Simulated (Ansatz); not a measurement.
The parent structure is CsPbI₃ in the cubic perovskite structure (space group Pm-3m, No. 221; a = 6.3327 Å). Axes: x, y, z lie along the cube axes.

Calculations: r2SCAN in Ansatz (plane waves to 500 eV, PAW, without spin-orbit coupling).

Strains are applied to the cell and any free atomic positions relax.

One change was made to it. Results:

| quantity | base | after |
|---|---|---|
| band gap | 1.70 eV | 1.67 eV |
| energy relative to the base (free energy F) | 0 meV/atom | +0.5 meV/atom |

Q: Which of these changes matches the shifts?
A. uniaxial strain ε_xx = −2.48 %
B. tensor shear ε_yz = −1.39 %
C. isotropic strain −2.87 %

A: B, tensor shear ε_yz = −1.39 %. For comparison, the band gap in the other runs: isotropic strain −2.87 % gives 1.38 eV; uniaxial strain ε_xx = −2.48 % gives 1.55 eV.

Spin-orbit coupling, missing from the scalar runs, can matter with I and Pb. Whether these cells are dynamically stable was not tested. Many cubic perovskites are stable only at high temperature; tilts and polar distortions were not tested. This is not the structure that CsPbI3 has at room temperature and ambient pressure.

Ansatz is a quantum-chemistry and plane-wave program.
